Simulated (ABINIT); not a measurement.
# CoO (R-3m) in ABINIT: further runs

Runs on CoO. Level: PBE+U. Tasks: single point.

All numbers are computed with ABINIT 10.8.3 (patched build); they aren't measurements. Logs are shortened: lines on timing, memory, paths and dates and some standing lists are left out, and cuts for length are marked. The log counts tension as positive stress, the text compression.

## (1) Starting point

Symmetry: R-3m, No. 166, trigonal system. The conventional cell has a = 3.011 Å, b = 3.011 Å, c = 7.320 Å, α = 90.00°, β = 90.00°, γ = 120.00°. Co (site symmetry -3m) is surrounded by 6 O at 2.12 Å. O (site symmetry -3m) is surrounded by 6 Co at 2.12 Å.

The cell is a database's computed one.

## (2) Single point, PBE+U, collinear spin, ferromagnetic start

The input, run.abi:

```
pp_dirpath "./"
pseudos "Co.GGA_PBE-JTH.xml, O.GGA_PBE-JTH.xml"

acell 3*1.0 Angstrom
rprim
     1.5054695445     0.8691832468     2.4399269062
    -1.5054695445     0.8691832468     2.4399269062
     0.0000000000    -1.7383664936     2.4399269062
ntypat 2
znucl 27 8
natom 2
typat 1 2
xred
     0.0000000000     0.0000000000     0.0000000000
     0.5000000000     0.5000000000     0.5000000000

ecut 26.0
pawecutdg 48.0
pawxcdev 0

kptopt 1
ngkpt 9 9 9
nshiftk 1
shiftk 0.0 0.0 0.0

ixc 11

nband 16
occopt 3
tsmear 0.00183747

nsppol 2
spinat
     0.0000000000     0.0000000000     2.0000000000
     0.0000000000     0.0000000000     0.0000000000

usepawu 1
lpawu 2 -1
upawu 0.0 0.0 eV
jpawu 0.0 0.0 eV

nstep 100
tolvrs 1.0e-9

iomode 3
prtwf 0
prtden 0
prteig 0
prtebands 0
```

Potentials or basis: JTH PAW PBE v2.0.

The run is started by

```sh
> abinit run.abi > log 2>&1
```

run.abo:

```text
.Version 10.8.3 of ABINIT
 Symmetries : space group R-3 m (#166); Bravais hR (rhombohedral)
================================================================================
 Values of the parameters that define the memory need of the present run
     intxc =       0    ionmov =       0      iscf =      17    lmnmax =      18
     lnmax =       6     mgfft =      27  mpssoang =       3    mqgrid =    3001
     natom =       2  nloc_mem =       2    nspden =       2   nspinor =       1
    nsppol =       2      nsym =      12    n1xccc =       1    ntypat =       2
    occopt =       3   xclevel =       2
       mpw =         834          nfft =       19683          nkpt =          85
 PAW method is used; the additional fine FFT grid is defined by:
   mgfftf=        36    nfftf =     46656
================================================================================
================================================================================

--------------------------------------------------------------------------------
------------- Echo of variables that govern the present computation ------------
--------------------------------------------------------------------------------
 -outvars: echo values of preprocessed input variables --------
            acell      1.8897261259E+00  1.8897261259E+00  1.8897261259E+00 Bohr
              amu      5.89332000E+01  1.59994000E+01
             ecut      2.60000000E+01 Hartree
                       outvar_i_n : Printing only first  50 k-points.
              ixc          11
                       outvar_i_n : Printing only first  50 k-points.
         kptrlatt        9    0    0      0    9    0      0    0    9
          kptrlen      5.09521495E+01
            lpawu           2      -1
            natom           2
            nband          16
            ngfft          27      27      27
          ngfftdg          36      36      36
             nkpt          85
           nspden           2
           nsppol           2
            nstep         100
             nsym          12
           ntypat           2
                       prtocc : prtvol=0, do not print more k-points.
                       1.000000  1.000000  1.000000  1.000000  1.000000  1.000000
                       1.000000  1.000000  1.000000  1.000000  1.000000  1.000000
                       0.000000  0.000000  0.000000  0.000000
                       1.000000  1.000000  1.000000  1.000000  1.000000  1.000000
                       1.000000  1.000000  1.000000  1.000000  1.000000  1.000000
                       0.000000  0.000000  0.000000  0.000000
                       1.000000  1.000000  1.000000  1.000000  1.000000  1.000000
                       1.000000  1.000000  1.000000  1.000000  1.000000  1.000000
                       0.000000  0.000000  0.000000  0.000000
                       1.000000  1.000000  1.000000  1.000000  1.000000  1.000000
                       1.000000  1.000000  1.000000  1.000000  1.000000  1.000000
                       0.000000  0.000000  0.000000  0.000000
                       1.000000  1.000000  1.000000  1.000000  1.000000  1.000000
                       1.000000  1.000000  1.000000  1.000000  1.000000  1.000000
                       0.000000  0.000000  0.000000  0.000000
                       1.000000  1.000000  1.000000  1.000000  1.000000  1.000000
                       1.000000  1.000000  1.000000  1.000000  1.000000  1.000000
[... 118 lines left out ...]
                       1.000000  1.000000  1.000000  1.000000  1.000000  1.000000
                       1.000000  1.000000  1.000000  1.000000  1.000000  0.000000
                       0.000000  0.000000  0.000000  0.000000
                       1.000000  1.000000  1.000000  1.000000  1.000000  1.000000
                       1.000000  1.000000  1.000000  1.000000  1.000000  0.000000
                       0.000000  0.000000  0.000000  0.000000
                       1.000000  1.000000  1.000000  1.000000  1.000000  1.000000
                       1.000000  1.000000  1.000000  1.000000  1.000000  0.000000
                       0.000000  0.000000  0.000000  0.000000
                       1.000000  1.000000  1.000000  1.000000  1.000000  1.000000
                       1.000000  1.000000  1.000000  1.000000  1.000000  0.000000
                       0.000000  0.000000  0.000000  0.000000
                       1.000000  1.000000  1.000000  1.000000  1.000000  1.000000
                       1.000000  1.000000  1.000000  1.000000  1.000000  0.000000
                       0.000000  0.000000  0.000000  0.000000
                       prtocc : prtvol=0, do not print more k-points.
           occopt           3
        pawecutdg      4.80000000E+01 Hartree
         pawxcdev           0
           prtden           0
        prtebands           0
           prteig           0
            prtwf           0
            rprim      1.5054695445E+00  8.6918324680E-01  2.4399269062E+00
                      -1.5054695445E+00  8.6918324680E-01  2.4399269062E+00
                       0.0000000000E+00 -1.7383664936E+00  2.4399269062E+00
          spgroup         166
           spinat      0.0000000000E+00  0.0000000000E+00  2.0000000000E+00
                       0.0000000000E+00  0.0000000000E+00  0.0000000000E+00
           tolvrs      1.00000000E-09
           tsmear      1.83747000E-03 Hartree
            typat      1  2
          usepawu           1
           useylm           1
                       outvars : Printing only first  50 k-points.
           xangst      0.0000000000E+00  0.0000000000E+00  0.0000000000E+00
                       0.0000000000E+00  0.0000000000E+00  3.6598903593E+00
            xcart      0.0000000000E+00  0.0000000000E+00  0.0000000000E+00
                       0.0000000000E+00  0.0000000000E+00  6.9161904299E+00
             xred      0.0000000000E+00  0.0000000000E+00  0.0000000000E+00
                       5.0000000000E-01  5.0000000000E-01  5.0000000000E-01
            znucl       27.00000    8.00000

[... 120 lines left out ...]
xred      :
- [  0.0000E+00,   0.0000E+00,   0.0000E+00, Co]
- [  5.0000E-01,   5.0000E-01,   5.0000E-01,  O]
cartesian_forces: # hartree/bohr
- [ -0.00000000E+00,  -0.00000000E+00,  -0.00000000E+00, ]
- [ -0.00000000E+00,  -0.00000000E+00,  -0.00000000E+00, ]
force_length_stats: {min:   0.00000000E+00, max:   0.00000000E+00, mean:   0.00000000E+00, }
...

 Integrated electronic and magnetization densities in atomic spheres:
 ------------------------------------------------------------------------------------------------------------
 Radius=ratsph(iatom), smearing ratsm=  0.0000. Diff(up-dn)=approximate z local magnetic moment.
    Atom    Radius    up_density   dn_density  Total(up+dn)  Diff(up-dn)
    1 Co   2.10903     8.907151     6.369203     15.276354     2.537947
    2  O   1.41465     2.388903     2.118487      4.507389     0.270416
 ------------------------------------------------------------------------------------------------------------
  Sum:                11.296053     8.487690     19.783743     2.808364
 Total magnetization (from the atomic spheres):                2.808364
 Total magnetization (exact up - dn):                          2.873579

 ---------- DFT+U DATA ---------------------------------------------------

 ====== For Atom     1, occupations for correlated orbitals. lpawu =   2

 Atom   1. Occ. for lpawu and for spin  1 =   4.67148
 Atom   1. Occ. for lpawu and for spin  2 =   2.15758
 => On atom   1,  local Mag. for lpawu is       -2.513904

 == Occupation matrix for correlated orbitals:

 Occupation matrix for spin  1
     0.93322    0.00000    0.00000   -0.00856    0.00000
     0.00000    0.93912    0.00000    0.00000   -0.00856
     0.00000    0.00000    0.92680    0.00000    0.00000
    -0.00856    0.00000    0.00000    0.93912    0.00000
     0.00000   -0.00856    0.00000    0.00000    0.93322

 Occupation matrix for spin  2
     0.46173    0.00000    0.00000    0.21774    0.00000
     0.00000    0.30161    0.00000    0.00000    0.21774
     0.00000    0.00000    0.63089    0.00000    0.00000
     0.21774    0.00000    0.00000    0.30161    0.00000
     0.00000    0.21774    0.00000    0.00000    0.46173

================================================================================

 ----iterations are completed or convergence reached----

 Mean square residual over all n,k,spin=   39.163E-09; max=  64.801E-06
 reduced coordinates (array xred) for    2 atoms
       0.000000000000      0.000000000000      0.000000000000
       0.500000000000      0.500000000000      0.500000000000
 rms dE/dt=  0.0000E+00; max dE/dt=  0.0000E+00; dE/dt below (all hartree)
    1       0.000000000000      0.000000000000      0.000000000000
    2       0.000000000000      0.000000000000      0.000000000000

 cartesian coordinates (angstrom) at end:
    1      0.00000000000000     0.00000000000000     0.00000000000000
    2      0.00000000000000     0.00000000000000     3.65989035930000

 cartesian forces (hartree/bohr) at end:
    1     -0.00000000000000    -0.00000000000000    -0.00000000000000
    2     -0.00000000000000    -0.00000000000000    -0.00000000000000
 frms,max,avg= 0.0000000E+00 0.0000000E+00   0.000E+00  0.000E+00  0.000E+00 h/b

 cartesian forces (eV/Angstrom) at end:
    1     -0.00000000000000    -0.00000000000000    -0.00000000000000
    2     -0.00000000000000    -0.00000000000000    -0.00000000000000
 frms,max,avg= 0.0000000E+00 0.0000000E+00   0.000E+00  0.000E+00  0.000E+00 e/A
 length scales=  1.889726125908  1.889726125908  1.889726125908 bohr
              =  1.000000000000  1.000000000000  1.000000000000 angstroms
 Fermi (or HOMO) energy (hartree) =   0.38726   Average Vxc (hartree)=  -0.44376
 Magnetization (Bohr magneton)=  2.87359223E+00
 Total spin up =  1.29367961E+01   Total spin down =  1.00632039E+01
 Eigenvalues (hartree) for nkpt=  85  k points, SPIN UP:
 kpt#   1, nband= 16, wtk=  0.00137, kpt=  0.0000  0.0000  0.0000 (reduced coord)
  -3.17293   -1.82269   -1.82269   -1.82206   -0.36036    0.26708    0.26708    0.26832
   0.26832    0.27009    0.27358    0.27358    0.27546    0.42219    1.00317    1.04833
      occupation numbers for kpt#   1
   1.00000    1.00000    1.00000    1.00000    1.00000    1.00000    1.00000    1.00000
   1.00000    1.00000    1.00000    1.00000    1.00000    0.00000    0.00000    0.00000
 prteigrs : prtvol=0 or 1, do not print more k-points.

 Eigenvalues (hartree) for nkpt=  85  k points, SPIN DOWN:
 kpt#   1, nband= 16, wtk=  0.00137, kpt=  0.0000  0.0000  0.0000 (reduced coord)
  -3.06174   -1.71407   -1.71407   -1.71385   -0.34285    0.28765    0.28765    0.28962
   0.34557    0.34557    0.34632    0.38957    0.38957    0.44163    0.99930    1.06755
      occupation numbers for kpt#   1
   1.00000    1.00000    1.00000    1.00000    1.00000    1.00000    1.00000    1.00000
   1.00000    1.00000    1.00000    0.22199    0.22199    0.00000    0.00000    0.00000
 prteigrs : prtvol=0 or 1, do not print more k-points.

--- !EnergyTerms
iteration_state     : {dtset: 1, }
comment             : Components of total free energy in Hartree
kinetic             :  1.92249882611651E+01
hartree             :  4.22150324706250E+01
xc                  : -6.00763965926067E+00
Ewald energy        : -1.06671679569339E+02
psp_core            :  3.50719466499563E+00
local_psp           : -1.41727291841031E+02
PAW spherical_terms :  2.69426187434146E+01
internal            : -1.62516776929431E+02
'-kT*entropy'       : -1.27913077879023E-03
total_energy        : -1.62518056060210E+02
total_energy_eV     : -4.42234159540036E+03
...

--- !EnergyTermsDC
iteration_state     : {dtset: 1, }
comment             : '"Double-counting" decomposition of free energy'
band_energy         : -1.40732596384530E+01
Ewald energy        : -1.06671679569339E+02
psp_core            :  3.50719466499563E+00
xc_dc               : -4.04093186587692E+01
PAW spherical_terms : -4.86971354585775E+00
internal            : -1.62516776747424E+02
'-kT*entropy'       : -1.27913077879023E-03
total_energy_dc     : -1.62518055878202E+02
total_energy_dc_eV  : -4.42234159044769E+03
...

--- !EnergyTermsWithPAWCore
iteration_state     : {dtset: 1, }
comment             : 'Components of total free energy, including PAW core contributions'
Total energy        : -1.46867145363427E+03
Total energy DC     : -1.46867145345226E+03
Total energy (eV)   : -3.99645861932885E+04
Total energy DC (eV): -3.99645861883359E+04
...

 Cartesian components of stress tensor (hartree/bohr^3)
  sigma(1 1)=  1.89376815E-05  sigma(3 2)=  0.00000000E+00
  sigma(2 2)=  1.89376799E-05  sigma(3 1)=  0.00000000E+00
  sigma(3 3)=  3.55068838E-05  sigma(2 1)=  0.00000000E+00

-Cartesian components of stress tensor (GPa)         [Pressure= -7.1966E-01 GPa]
- sigma(1 1)=  5.57165827E-01  sigma(3 2)=  0.00000000E+00
- sigma(2 2)=  5.57165779E-01  sigma(3 1)=  0.00000000E+00
- sigma(3 3)=  1.04464859E+00  sigma(2 1)=  0.00000000E+00

== END DATASET(S) ==============================================================
================================================================================

 -outvars: echo values of variables after computation  --------
            acell      1.8897261259E+00  1.8897261259E+00  1.8897261259E+00 Bohr
           etotal     -1.6251805588E+02
            fcart     -0.0000000000E+00 -0.0000000000E+00 -0.0000000000E+00
                      -0.0000000000E+00 -0.0000000000E+00 -0.0000000000E+00
            rprim      1.5054695445E+00  8.6918324680E-01  2.4399269062E+00
                      -1.5054695445E+00  8.6918324680E-01  2.4399269062E+00
                       0.0000000000E+00 -1.7383664936E+00  2.4399269062E+00
           strten      1.8937681528E-05  1.8937679895E-05  3.5506883827E-05
                       0.0000000000E+00  0.0000000000E+00  0.0000000000E+00
           xangst      0.0000000000E+00  0.0000000000E+00  0.0000000000E+00
                       0.0000000000E+00  0.0000000000E+00  3.6598903593E+00
             xred      0.0000000000E+00  0.0000000000E+00  0.0000000000E+00
                       5.0000000000E-01  5.0000000000E-01  5.0000000000E-01
 Calculation completed.
```

Run time: 2.4 min. Hardware: 1 thread of Arm Neoverse V1, shared host; peak memory 0.17 GiB.

Results:

```yaml
Free_energy: -4422.3416 eV
Pressure: -0.7 GPa
Band_gap_on_the_k_mesh: none (metal or under the smearing width)
Net_moment: 2.87 μB per cell
Site_moments: Co +2.54; O +0.27 μB
Valence_electrons_inside_the_program's_atomic_spheres: Co 15.28; O 4.51
```

Eigenvalues of the final occupation matrices:
```
  site  spin  trace               eigenvalues
atom 1     1   4.67  0.93 0.93 0.93 0.95 0.95
atom 1     2   2.16  0.15 0.15 0.61 0.61 0.63
```

Caveat: a cell with one magnetic atom can't hold antiferromagnetic order, which such compounds often take. The state reached can hang on the start; a lower one may exist.

## (3) Single point, PBE+U, collinear spin, ferromagnetic start

run.abi, as its differences from that of step 2:

```diff
@@ -38,3 +38,3 @@
 lpawu 2 -1
-upawu 0.0 0.0 eV
+upawu 4.0 0.0 eV
 jpawu 0.0 0.0 eV
```

Potentials or basis: JTH PAW PBE v2.0.

The run is started by

```sh
> abinit run.abi > log 2>&1
```

It took 2.6 min on 1 thread of Arm Neoverse V1, shared host; peak memory 0.17 GiB.

Results (log left out):

- Free energy: -4420.0126 eV
- Pressure: 2.5 GPa
- Band gap on the k mesh: none (metal or under the smearing width)
- Net moment: 3.00 μB per cell
- Site moments: Co +2.73; O +0.23 μB
- Valence electrons inside the program's atomic spheres: Co 15.26; O 4.53

Stress tensor (GPa, compression positive):
```
2.55 0.00 0.00
0.00 2.55 0.00
0.00 0.00 2.31
```

Levels at points of the mesh, in eV from the Fermi level:
Spin up:
```
           k point  band 11  band 12  band 13  band 14  band 15  band 16
(0.00, 0.00, 0.00)    -2.57    -2.57    -2.52     1.47    17.23    17.99
```
Spin down:
```csv
k point,band 7,band 8,band 9,band 10,band 11,band 12,band 13,band 14
"(0.00, 0.00, 0.00)",-2.11,-2.06,-1.16,-1.16,-1.12,1.94,2.07,2.07
```

Eigenvalues of the final occupation matrices:
```csv
site,spin,trace,eigenvalues
atom 1,1,4.78,0.94 0.94 0.94 0.97 0.97
atom 1,2,2.05,0.09 0.09 0.62 0.62 0.62
```

Caveat: a cell with one magnetic atom can't hold antiferromagnetic order, which such compounds often take.

## (4) Single point, PBE+U, collinear spin, ferromagnetic start

run.abi, as its differences from that of step 3:

```diff
@@ -38,3 +38,3 @@
 lpawu 2 -1
-upawu 4.0 0.0 eV
+upawu 6.0 0.0 eV
 jpawu 0.0 0.0 eV
```

The run is started by

```sh
> abinit run.abi > log 2>&1
```

Wall time 2.5 min (1 thread of Arm Neoverse V1, shared host); peak memory 0.17 GiB.

Results (log left out):

```yaml
Free_energy: -4418.9575 eV
Pressure: 3.6 GPa
Band_gap_on_the_k_mesh: none (metal or under the smearing width)
Net_moment: 3.00 μB per cell
Site_moments: Co +2.76; O +0.21 μB
Valence_electrons_inside_the_program's_atomic_spheres: Co 15.26; O 4.53
```

Stress tensor (GPa, compression positive):
```
3.72 0.00 0.00
0.00 3.72 0.00
0.00 0.00 3.44
```

Levels at points of the mesh, in eV from the Fermi level:
Spin up:
| k point | band 11 | band 12 | band 13 | band 14 | band 15 | band 16 |
| --- | --- | --- | --- | --- | --- | --- |
| (0.00, 0.00, 0.00) | -2.30 | -2.30 | -2.25 | 1.71 | 17.46 | 17.99 |
Spin down:
| k point | band 8 | band 9 | band 10 | band 11 | band 12 | band 13 |
| --- | --- | --- | --- | --- | --- | --- |
| (0.00, 0.00, 0.00) | -1.83 | -1.18 | -1.18 | -1.14 | 2.16 | 3.19 |

Eigenvalues of the final occupation matrices:
```tsv
site	spin	trace	eigenvalues
atom 1	1	4.81	0.95 0.95 0.95 0.98 0.98
atom 1	2	2.03	0.08 0.08 0.63 0.63 0.63
```

Caveat: a cell with one magnetic atom can't hold antiferromagnetic order, which such compounds often take.

## (5) Single point, PBE+U, collinear spin, ferromagnetic start

run.abi, as its differences from that of step 4:

```diff
@@ -38,3 +38,3 @@
 lpawu 2 -1
-upawu 6.0 0.0 eV
+upawu 8.0 0.0 eV
 jpawu 0.0 0.0 eV
```

The run is started by

```sh
> abinit run.abi > log 2>&1
```

Run time: 3 min. Hardware: 1 thread of Arm Neoverse V1, shared host; peak memory 0.17 GiB.

Results (log left out):

```
Free energy                                           : -4417.9628 eV
Pressure                                              : 4.8 GPa
Band gap on the k mesh                                : none (metal or under the smearing width)
Net moment                                            : 3.00 μB per cell
Site moments                                          : Co +2.79; O +0.20 μB
Valence electrons inside the program's atomic spheres : Co 15.27; O 4.54
```

Stress tensor (GPa, compression positive):
```
4.90 0.00 0.00
0.00 4.90 0.00
0.00 0.00 4.50
```

Levels at points of the mesh, in eV from the Fermi level:
Spin up:
```tsv
k point	band 9	band 10	band 11	band 12	band 13	band 14	band 15	band 16
(0.00, 0.00, 0.00)	-5.66	-5.65	-2.05	-2.05	-2.01	1.95	17.68	17.98
```
Spin down:
```tsv
k point	band 6	band 7	band 8	band 9	band 10	band 11	band 12	band 13	band 14	band 15
(0.00, 0.00, 0.00)	-1.67	-1.67	-1.61	-1.19	-1.19	-1.15	2.37	4.35	4.35	17.41
```

Eigenvalues of the final occupation matrices:
| site | spin | trace | eigenvalues |
| --- | --- | --- | --- |
| atom 1 | 1 | 4.84 | 0.96 0.96 0.96 0.98 0.98 |
| atom 1 | 2 | 2.03 | 0.06 0.06 0.63 0.64 0.64 |

Caveat: a cell with one magnetic atom can't hold antiferromagnetic order, which such compounds often take. The state reached can hang on the start; a lower one may exist.

## (6) The runs side by side

| U | gap on the mesh (eV) | pressure (GPa) | moment (μB) |
| --- | --- | --- | --- |
| Co d U = 0 eV | none | -0.7 | 2.87 |
| Co d U = 4 eV | none | 2.5 | 3.00 |
| Co d U = 6 eV | none | 3.6 | 3.00 |
| Co d U = 8 eV | none | 4.8 | 3.00 |

Alike in all rows: task single point; level PBE+U; potentials or basis JTH PAW PBE v2.0; spin collinear, ferromagnetic start; cell as given; k mesh 9 × 9 × 9; cutoff (eV) 707; smearing fermi-dirac 0.05 eV.

Every run on the cell as given and a fine mesh finds a metal.

Caveats: a cell with one magnetic atom can't hold antiferromagnetic order, which such compounds often take.

Absolute energies hang on the potentials; compare differences alone.
